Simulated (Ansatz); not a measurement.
All numbers below come from DFT PBE, scalar-relativistic, plane waves, PAW (Ansatz). All cells share a 420 eV cutoff and Γ-centred k meshes spaced at most about 0.3 Å⁻¹ (about 0.25 or finer for metals, 2π included). No spin polarisation.

Temperature and zero-point effects are left out.

Question: Which of these relaxed structures of AlH is the lowest in energy?
1.

Space group C2/m (No. 12). a = 5.172 Å, b = 2.931 Å, c = 5.540 Å, α = 90.00°, β = 107.39°, γ = 90.00°
```json
{"atom": "Al", "site": "2d", "symmetry": "2/m", "x": "0.0000", "y": "0.5000", "z": "0.5000"}
{"atom": "Al", "site": "2a", "symmetry": "2/m", "x": "0.0000", "y": "0.0000", "z": "0.0000"}
{"atom": "H", "site": "4i", "symmetry": "m", "x": "0.7818", "y": "0.5000", "z": "0.8442"}
```

2.

Space group Fmmm (No. 69). a = 4.752 Å, b = 6.350 Å, c = 7.546 Å, α = 90.00°, β = 90.00°, γ = 90.00°
```tsv
atom	site	symmetry	x	y	z
Al	8i	mm2	0.0000	0.0000	0.3236
H	8h	m2m	0.5000	0.1803	0.0000
```

3.

Space group Fm-3m (No. 225). a = 4.234 Å, b = 4.234 Å, c = 4.234 Å, α = 90.00°, β = 90.00°, γ = 90.00°
| atom | site | symmetry | x | y | z |
| --- | --- | --- | --- | --- | --- |
| Al | 4a | m-3m | 0.0000 | 0.0000 | 0.0000 |
| H | 4b | m-3m | 0.5000 | 0.0000 | 0.0000 |

4.

Space group Cmcm (No. 63). a = 2.792 Å, b = 10.719 Å, c = 2.726 Å, α = 90.00°, β = 90.00°, γ = 90.00°
```json
{"atom": "Al", "site": "4c", "symmetry": "m2m", "x": "0.5000", "y": "0.1480", "z": "0.2500"}
{"atom": "H", "site": "4c", "symmetry": "m2m", "x": "0.5000", "y": "0.4143", "z": "0.2500"}
```

Answer: 2. The next of these, cell 1, lies 103 meV/atom higher. Forms: cell 2 Fmmm; cell 1 C2/m; cell 4 Cmcm; cell 3 rock salt type, Fm-3m. Counting H atoms around Al (those within 1.25 times the shortest such distance or 1.15 times the sum of covalent radii; the shortest distance is added where it is long for a bond; a slash parts the counts of unlike sites): cell 2 has Al 2; cell 1 has Al 6/6 from 2.5 Å; cell 4 has Al 4; cell 3 has Al 6. Origin: cell 1, invented, then shaken at random and relaxed again; cell 2, cell 3 and cell 4, invented. Shaken at random and relaxed again, cell 3 falls into cell 1, 86 meV/atom lower, so it is a saddle point or a shallow minimum. Even the lowest of the cells shown lies +0.22 eV/atom against the elements.

No dispersion correction is applied, so the spacing and binding between layers, chains or molecules are poorly described (Fmmm, C2/m, Cmcm), and this can change margins and order among such cells. With hydrogen, zero-point motion can shift such differences by 10 meV/atom or more. Cells without such a test can be saddle points. Some candidate types were left out of the draw beforehand, so a known form may be missing.
